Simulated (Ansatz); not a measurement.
Cu:

```
Cu
1.0
    -1.44279    1.44279    1.37608
     1.44279   -1.44279    1.37608
     1.44279    1.44279   -1.37608
Cu
1
Direct
  0.00000 0.00000 0.00000
```

This isn't the form of Cu at room conditions, which is fcc.

```yaml
Program: Ansatz 0.2.0
Task: relaxation of cell and atoms
Functional: LDA
Potentials_or_basis: Ansatz PAW
Cutoff: "420 eV (not typed: the program's choice for these potentials)"
k_mesh: 13 × 13 × 13
Occupations: fermi-dirac, width 0.05 eV
Spin: no spin polarisation
```

At the start: volume 11.46 Å³/atom.

Q: Where does the relaxation end?

A: It ends after 7 steps and the volume is 10.93 Å³/atom (-4.6 %); space group I4/mmm (No. 139, to 0.05 Å).

The path:
```tsv
step	energy change (eV)	largest force (eV/Å)	volume (Å³)
1	0.0000	0.0000	11.46
2	-0.0103	0.0000	11.19
3	-0.0138	0.0000	10.90
4	-0.0138	0.0000	10.93
5	-0.0138	0.0000	10.93
6	-0.0138	0.0000	10.93
7	-0.0134	0.0000	10.93
```

Final structure:
```yaml
crystal:
  lattice:
    - [-1.41875, 1.41875, 1.35741]
    - [1.41875, -1.41875, 1.35741]
    - [1.41875, 1.41875, -1.35741]
  atoms:
    - { symbol: Cu, position: [0.00000, 0.00000, 0.00000] }
```

Caveat: the plane-wave basis is chosen anew once the cell has moved, so the energies of steps on either side of that aren't comparable; the PAW data sets come from PBE, with cores solved anew for the run's functional, which leaves a small shift of forces and pressure.
